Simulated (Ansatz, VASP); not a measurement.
One calculation of Ru, two programs

File INCAR:

```
  PREC = Accurate
  ENCUT = 600
  EDIFF = 1E-7
  ISMEAR = 0
  SIGMA = 0.1
  LREAL = False
  LASPH = True
  NELM = 100
  ALGO = Fast
  ISIF = 3
  LWAVE = False
  LCHARG = False
  GGA = PE
  IBRION = 2
  NSW = 100
  EDIFFG = -0.005
```

The input KPOINTS:

```
Automatic mesh
0
Gamma
  18 18 18
```

File POSCAR:

```
Ru
1.0
    0.0000000000      1.8956891339      1.8956891339
    1.8956891339      0.0000000000      1.8956891339
    1.8956891339      1.8956891339      0.0000000000
Ru
1
Direct
    0.0000000000      0.0000000000      0.0000000000
```

Input for Ansatz:

```yaml
crystal:
  lattice:
    - [0.0, 1.8956891339, 1.8956891339]
    - [1.8956891339, 0.0, 1.8956891339]
    - [1.8956891339, 1.8956891339, 0.0]
  atoms:
    - { symbol: Ru, position: [0.0, 0.0, 0.0] }
basis:
  ecutwfc: 420
kpoints:
  mp_grid: { grid: [18, 18, 18] }
hamiltonian:
  xc: pbe
scf:
  occupations: { method: gaussian, width: 0.1 }
output:
  forces: true
  stress: true
  eigenvalues: true
relax:
  adjacent_minimum: "off"
  f_tol: 0.005
  max_steps: 80
  cell: { stress_tol: 0.05 }
```

This isn't the form of Ru at room conditions, which is hcp.

Alike in both runs: task relaxation of cell and atoms; functional PBE; k mesh 18 × 18 × 18; occupations gaussian, width 0.1 eV; no spin polarisation.

|  | VASP | Ansatz |
| --- | --- | --- |
| version | VASP 6.6.1 | Ansatz 0.2.0 |
| potentials or method | VASP PAW PBE potentials, release 64 (Ru_pv) | scalar-relativistic, plane waves, PAW |
| plane-wave cutoff (eV) | 600 | 420 |
| valence electrons in the cell | 14 | 16 |

|  | VASP | Ansatz | Ansatz less VASP |
| --- | --- | --- | --- |
| gap on the k mesh at the Fermi level, each at its own relaxed structure (eV) | none | none | - |
| relaxed volume (Å³/atom) | 13.82 | 13.83 | +0.008 |
| relaxed cell length with the largest relative difference (Å) | 2.694 | 2.694 | +0.0005 |
| energy change over the relaxation (meV/atom) | -3 | -3 | -0.2 |

A gap of «none» marks a metal or a gap that the smearing closes. The two sets of potentials don't hold the same shells in valence.
